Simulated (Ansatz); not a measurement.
# Deforming CdSe

```
CELL_PARAMETERS angstrom
0.00000 3.07027 3.07027
3.07027 0.00000 3.07027
3.07027 3.07027 0.00000
ATOMIC_POSITIONS crystal
Cd 0.00000 0.00000 0.00000
Se 0.25000 0.25000 0.25000
```

Atom numbers follow the list: Cd1, Se2.

Structure from Materials Project entry mp-2691 (possibly hypothetical), not relaxed further.

All numbers below come from DFT, LDA, PAW with Ansatz's default frozen-core files, scalar-relativistic in Ansatz 0.2.0.

Settings: a Γ-centred 8×8×8 k mesh, Fermi–Dirac smearing of 0.03 eV, cutoff 420 eV, no spin polarisation; the PAW files were made with PBE, and the program remakes their frozen cores for this functional.

The unchanged cell is at -3.26 GPa.

Semilocal functionals give too small gaps.

x, y and z are the Cartesian axes of the cell as listed; fractional coordinates follow a strain, and an engineering shear is twice the off-diagonal strain component.

Vzz stands for the principal value of largest size of the field-gradient tensor, whatever its axis.

Spin–orbit coupling is left out, which moves gradients at and beside heavy atoms by some per cent and at worst by a factor of two.

Problem. With this change (equal xy, yz and zx engineering shear strains of -3 %), what becomes of the energy and stress and forces and field gradients?

Solution. Energy change +9.7 meV/atom; stress change (xx, yy, zz, yz, xz, xy) 0.21, 0.21, 0.21, 1.26, 1.26, 1.26 GPa, compression positive; change of the force on Se2 (0.167, 0.167, 0.167) eV/Å; Vzz in 10²¹ V/m²: Cd1 0 → -2.82 (η = 0.00), Se2 0 → -1.17 (η = 0.00).

Problem. With this change (equal xy, yz and zx engineering shear strains of -1 %), what becomes of the energy and stress and forces and field gradients?

Solution. Energy change +1.0 meV/atom; stress change (xx, yy, zz, yz, xz, xy) 0.02, 0.02, 0.02, 0.40, 0.40, 0.40 GPa, compression positive; change of the force on Se2 (0.048, 0.048, 0.048) eV/Å; Vzz in 10²¹ V/m²: Cd1 0 → -0.94 (η = 0.00), Se2 0 → -0.42 (η = 0.00).

With equal xy, yz and zx engineering shear strains of +2 %: energy change +3.8 meV/atom; stress change (xx, yy, zz, yz, xz, xy) 0.09, 0.09, 0.09, -0.73, -0.73, -0.73 GPa, compression positive; change of the force on Se2 (-0.077, -0.077, -0.077) eV/Å; Vzz in 10²¹ V/m²: Cd1 0 → 1.88 (η = 0.00), Se2 0 → 0.90 (η = 0.00).

With equal xy, yz and zx engineering shear strains of -2 %: energy change +4.2 meV/atom; stress change (xx, yy, zz, yz, xz, xy) 0.09, 0.09, 0.09, 0.82, 0.82, 0.82 GPa, compression positive; change of the force on Se2 (0.103, 0.103, 0.103) eV/Å; Vzz in 10²¹ V/m²: Cd1 0 → -1.88 (η = 0.00), Se2 0 → -0.80 (η = 0.00).

Problem. With this change (equal xy, yz and zx engineering shear strains of +1 %), what becomes of the energy and stress and forces and field gradients?

Solution. Energy change +1.0 meV/atom; stress change (xx, yy, zz, yz, xz, xy) 0.02, 0.02, 0.02, -0.37, -0.37, -0.37 GPa, compression positive; change of the force on Se2 (-0.042, -0.042, -0.042) eV/Å; Vzz in 10²¹ V/m²: Cd1 0 → 0.94 (η = 0.00), Se2 0 → 0.45 (η = 0.00).

With equal xy, yz and zx engineering shear strains of +3 %: energy change +8.4 meV/atom; stress change (xx, yy, zz, yz, xz, xy) 0.19, 0.19, 0.19, -1.07, -1.07, -1.07 GPa, compression positive; change of the force on Cd1 (0.108, 0.108, 0.108) eV/Å; Vzz in 10²¹ V/m²: Cd1 0 → 2.81 (η = 0.00), Se2 0 → 1.38 (η = 0.00).
